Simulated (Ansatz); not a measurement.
# SiO2 (I-42d): the equilibrium volume

At what volume is SiO2 (I-42d) free of pressure?

Method: DFT PBE, scalar-relativistic, plane waves, PAW, in Ansatz 0.2.0.

2 further runs of the same task are left out: 2 set aside as unsound or not needed.

## (1) The system as given

Symmetry: I-42d, No. 122, tetragonal system. Conventional cell: a = 4.955 Å, b = 4.955 Å, c = 7.311 Å, α = 90.00°, β = 90.00°, γ = 90.00°. Around Si (site symmetry -4) lie 4 O at 1.61 Å. Around O (site symmetry 2) lie 2 Si at 1.61 Å.

Coordinates:

```
Si O
1.0
    -2.47729    2.47729    3.65567
     2.47729   -2.47729    3.65567
     2.47729    2.47729   -3.65567
Si O
2 4
Cartesian
  0.0000 0.0000 0.0000
  0.0000 2.4773 1.8278
  0.4795 1.2386 0.9139
  1.2386 2.9568 2.7418
  -1.2386 1.9978 2.7418
  -0.4795 3.7159 0.9139
```

## (2) The first run (PBE, 6×6×6 mesh)

input.yaml reads:

```yaml
crystal:
  lattice:
    - [-2.4772904627, 2.4772904627, 3.6556712422]
    - [2.4772904627, -2.4772904627, 3.6556712422]
    - [2.4772904627, 2.4772904627, -3.6556712422]
  atoms:
    - { symbol: Si, position: [0.0, 0.0, 0.0] }
    - { symbol: Si, position: [0.75, 0.25, 0.5] }
    - { symbol: O, position: [0.375, 0.22178613, 0.34678613] }
    - { symbol: O, position: [0.97178613, 0.625, 0.84678613] }
    - { symbol: O, position: [0.77821387, 0.125, 0.15321387] }
    - { symbol: O, position: [0.875, 0.02821387, 0.65321387] }
basis:
  ecutwfc: 420
kpoints:
  mp_grid: { grid: [6, 6, 6] }
hamiltonian:
  xc: pbe
scf:
  occupations: { method: gaussian, width: 0.1 }
output:
  forces: true
  stress: true
  eigenvalues: true
```

Started as:

```sh
> ansatz run input.yaml --threads 8 --pin off --max-ram 16384MiB --backend cpu --events-out ev --progress --plain --runs-dir out
```

The program printed:

```text
Warning: RAYON_NUM_THREADS=8 ignored (pool sized by the plan → 8); use --threads N
Engine: ansatz 0.2.0, aarch64-unknown-linux-gnu
Pseudopotentials: kind: paw
Pseudopotential: Si, paw, valence charge 4, recommended cutoff 420 eV (normal), Si.paw.azcp
Pseudopotential: O, paw, valence charge 6, recommended cutoff 420 eV (normal), O.paw.azcp
Functional definition: PBE
  parameter kappa = 0.804
  parameter beta = 0.06672455060314922
  exchange = pbe_x(kappa = kappa, mu = beta*pi^2/3)
  correlation = pbe_c(beta = beta)
Crystal: 6 atoms, lattice volume = 89.739 Å³
Basis set: ecut = 420 eV, 1769 PW (Γ), exchange–correlation on 72×72×72 points (8 copies of the dense FFT grid, shifted against one another)
Bands: 22, of which v1, the nominal top of the filled ones, is band 16 counted from 1 (15 counted from 0)
Symmetry: 8 space group operations
Space group: I-42d (ITA 122), of the structure as read, at distance tolerance 4.5e-5 Å
k-points: 30 of 216 (time reversal used)
Non-local potential: Si, projectors of the file, l = 0: 2, l = 1: 2, l = 2: 2
Non-local potential: O, projectors of the file, l = 0: 2, l = 1: 2, l = 2: 1
PAW form: soft (Blöchl's): semilocal exchange-correlation on the pseudo side does not see the compensation charge
PAW one-centre angular grid: Si, 110 points (default); XC on 64 Gauss nodes
PAW one-centre angular grid: O, 110 points (default); XC on 64 Gauss nodes
Initial density: superposition of atomic densities (neutral atoms: chi_scale 0, normalization atom), corrected by the library's trained network
Initial wavefunctions: pseudopotential atomic-orbital guess
Functional: x = pbe(κ = 0.804, μ = 0.2195149727645171), c = pbe(β = 0.06672455060314922)
SCF iter   1: F=—  HF=-3548.172078 eV  |F-HF|=—  |Δ(HF+E_count)|=         —  Δρ=8.94e-4  dr2=1.65e-4  ethr=1.77e-3  ⟨swp⟩=6.4  Hψ=3925  notcnv=0
preconditioner: auto → none  [insulator: Δε(μ)=5.923 eV  Ē_g=16.695 eV  σ=0.100 eV  W_gap=1.00  n_scr=14 (ndim 8)  ℏωp=22.2 eV  f_vac=0.253  D(μ)=0.00/eV (n_scr^D=0)  ε∞_Penn≈2.8]
SCF iter   2: F=—  HF=-3548.174033 eV  |F-HF|=—  |Δ(HF+E_count)|=   1.95e-3  Δρ=4.81e-4  dr2=5.60e-5  ethr=5.17e-7  ⟨swp⟩=2.7  Hψ=1479  notcnv=0
SCF iter   3: F=—  HF=-3548.174557 eV  |F-HF|=—  |Δ(HF+E_count)|=   5.24e-4  Δρ=1.89e-4  dr2=2.09e-5  ethr=1.75e-7  ⟨swp⟩=2.0  Hψ=1090  notcnv=0
automatic band count: iteration 3 solves 21 bands in place of 22: the levels show a gap, and the empty bands left out lie too high to hold charge; the band table lists the bands solved (type scf.n_extra_bands for more)
SCF iter   4: F=—  HF=-3548.174556 eV  |F-HF|=—  |Δ(HF+E_count)|=   2.94e-7  Δρ=5.80e-5  dr2=1.33e-6  ethr=6.53e-8  ⟨swp⟩=2.0  Hψ=1005  notcnv=0
SCF iter   5: F=—  HF=-3548.174556 eV  |F-HF|=—  |Δ(HF+E_count)|=   4.40e-8  Δρ=2.78e-5  dr2=2.99e-7  ethr=4.16e-9  ⟨swp⟩=2.0  Hψ=982  notcnv=0
SCF iter   6: F=-3548.174556 eV  HF=-3548.174556 eV  |F-HF|=2.41e-9  |Δ(HF+E_count)|=   1.14e-8  Δρ=2.09e-6  dr2=1.15e-9  ethr=3.13e-10  ⟨swp⟩=8.2  Hψ=3021  notcnv=0
SCF 1 converged in 6 iterations: F = -3548.174556 eV  dr2 = 1.15e-9
SCF converged after 6 iterations
Free energy (F): -3548.174556 eV
Harris-Foulkes:  -3548.174556 eV  (|F-HF|=2.41e-9)
Internal energy: -3548.174556 eV  (E = F + TS)
E sigma→0 (E₀):  -3548.174556 eV
Fermi energy:    3.750704 eV
--- Per-component energies (eV) ---
  E_band       = -188.698937
  E_kinetic    = 806.093518
  E_local      = -2347.399530  (includes V_loc(G=0)·N_el)
  E_nonlocal   = 240.760079
  E_hartree    = 869.871108
  E_xc         = -408.731342
  E_vxc        = -474.414236  (∫ρ·V_xc dr)
  E_paw        = -1662.771789  (= ΣΔE_a)
  E_vpaw       = -153.491119  (= ΣTr[D̂ρ^β])
  E_aug_tail   = 0.010485  (compensation charges beyond the density's cutoff)
  E_ewald      = -1046.007085
  E_smearing   = -0.000000  (= −TS)
  E_closure    = 0.000000  (closes the sum)
  Σ components = -3548.174556   (vs F -3548.174556, Δ=0.00e0)
--- Forces (eV/Å), atoms counted from 1 ---
  atom   1  Si     0.00000000    -0.00000000    -0.00000000
  atom   2  Si     0.00000000     0.00000000     0.00000000
  atom   3  O      0.27066640     0.00000000     0.00000000
  atom   4  O     -0.00000000     0.27066640     0.00000000
  atom   5  O     -0.00000000    -0.27066640    -0.00000000
  atom   6  O     -0.27066640     0.00000000     0.00000000
  max |Σ_I F_I| component: 5.55e-17 eV/Å
--- Stress (GPa, compression-positive) ---
        4.485179      -0.000000       0.000000
       -0.000000       4.485179       0.000000
        0.000000       0.000000       4.350595
  P = ⅓ Tr σ = 4.4403 GPa (44.403 kbar)
--- Band table (eV; the first three rows and the last of 30) ---
  k-point 0: bands = ["-18.4141", "-16.3331", "-16.3331", "-16.2736", "-8.4161", "-4.7146", "-4.7146", "-4.4476", "-1.7436", "-1.3125", "-0.8053", "-0.8053", "-0.7512", "0.0910", "0.7878", "0.7878", "6.7124", "9.6552", "11.4610", "11.4610", "11.5252"]
  k-point 1: bands = ["-18.3015", "-16.5149", "-16.3396", "-16.2875", "-8.1328", "-4.9502", "-4.5785", "-4.3128", "-1.8173", "-1.2211", "-1.1137", "-0.8553", "-0.8175", "0.1337", "0.7057", "0.7100", "7.2873", "9.9940", "10.7681", "11.2446", "12.2649"]
  k-point 2: bands = ["-17.9806", "-16.9653", "-16.3495", "-16.3191", "-7.3941", "-5.5538", "-4.2617", "-4.0991", "-1.9604", "-1.5894", "-1.1666", "-1.1464", "-0.6395", "0.1134", "0.5199", "0.5531", "8.6335", "10.4642", "10.5827", "11.1194", "12.2674"]
  k-point 29: bands = ["-17.4936", "-17.4936", "-16.3666", "-16.3666", "-6.2639", "-6.2639", "-4.1328", "-4.1328", "-1.6989", "-1.6989", "-1.2958", "-1.2958", "-0.6842", "-0.6842", "0.4703", "0.4703", "9.7200", "9.7200", "11.0865", "11.0865", "12.5098"]
```

Wall time 1.4 s (8 threads of Arm Neoverse V1, shared host); peak memory 0.39 GiB.

This gives: volume 14.956 Å³/atom, pressure 4.44 GPa, gap on the mesh 5.92 eV.

(Part 1 of 2 ends here.)
